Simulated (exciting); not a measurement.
Wanted: an ASE script for an exciting (release sodium) run.

- Task: density of states
- Functional: LDA
- Potentials or basis: all-electron LAPW+lo, shipped species files, valence relativity iora*
- rgkmax: 8
- k mesh: 8 × 8 × 7
- Occupations: methfessel-paxton, width 0.05 eV
- Spin: no spin polarisation
- outputlevel: low
- DOS window about the Fermi level (Ha): [-0.3, 0.3] Ha
- gmaxvr (cutoff of density and potential): 14 1/bohr
- lmaxapw (and lmaxmat): 10
- lmaxvr: 8
- nempty: 10
- Valence relativity: iora*
- epsengy: 1e-05 Ha
- epspot: 1e-05 Ha
- maxscl: 60
- Muffin-tin radii: Ga 2.0 bohr

The structure of Ga lies in Ga.cif:

```cif
data_Ga
_cell_length_a 4.31586897
_cell_length_b 4.31586897
_cell_length_c 3.17000000
_cell_angle_alpha 90.00000000
_cell_angle_beta 90.00000000
_cell_angle_gamma 140.73700258
_space_group_name_H-M_alt 'P1'
_space_group_name_Hall 'P 1'
_space_group_IT_number 1
loop_
_space_group_symop_operation_xyz
'x,y,z'
loop_
_atom_site_label
_atom_site_type_symbol
_atom_site_symmetry_multiplicity
_atom_site_Wyckoff_symbol
_atom_site_fract_x
_atom_site_fract_y
_atom_site_fract_z
_atom_site_occupancy
Ga1 Ga 1 a 0.1330000000 0.8670000000 0.7500000000 1
Ga2 Ga 1 a 0.8670000000 0.1330000000 0.2500000000 1
```

This isn't the form of Ga at room conditions, which is orthorhombic.

These files were run (other wordings do the same):

run_exciting.py

```python
import subprocess
import xml.etree.ElementTree as ET
from ase.io import read
from ase.units import Bohr

atoms = read("Ga.cif")
rmt = {'Ga': 2.0}  # bohr
tasks = """
<groundstate do="fromscratch" ngridk="8 8 7" rgkmax="8" gmaxvr="14" lmaxapw="10" lmaxmat="10" lmaxvr="8" xctype="LDA_PW" stype="Methfessel-Paxton 1" swidth="0.00183747" nempty="10" ValenceRelativity="iora*" epsengy="1e-05" epspot="1e-05" maxscl="60" outputlevel="low"/>
<properties>
  <dos nwdos="400" winddos="-0.3 0.3" inttype="tetra" ngrdos="100" nsmdos="0" lmirep="true"/>
</properties>
"""

root = ET.Element("input")
ET.SubElement(root, "title").text = "Ga"
structure = ET.SubElement(root, "structure", speciespath="./", tshift="false")
crystal = ET.SubElement(structure, "crystal", scale="1.0")
for vector in atoms.cell / Bohr:
    ET.SubElement(crystal, "basevect").text = " ".join(f"{x:.12f}" for x in vector)
symbols = atoms.get_chemical_symbols()
for element in dict.fromkeys(symbols):
    species = ET.SubElement(structure, "species", speciesfile=element + ".xml", rmt=str(rmt[element]))
    for symbol, position in zip(symbols, atoms.get_scaled_positions(wrap=False)):
        if symbol == element:
            ET.SubElement(species, "atom", coord=" ".join(f"{x:.12f}" for x in position))
root.extend(ET.fromstring("<tasks>" + tasks + "</tasks>"))
ET.indent(root)
ET.ElementTree(root).write("input.xml")
subprocess.run(["exciting_smp"], check=True)
```

Potentials or basis: all-electron LAPW+lo, shipped species files, valence relativity iora*.

Launch:

```sh
$ OMP_NUM_THREADS=1 python run_exciting.py
```

Results of the run:

The band gap on the k mesh is none (metal or under the smearing width).

Caveat: the tetrahedron DOS on this energy grid can lose part of the weight of narrow d or f bands.

It took 5.3 min on 1 thread of Arm Neoverse N1 (shared host), peak memory 0.13 GiB.
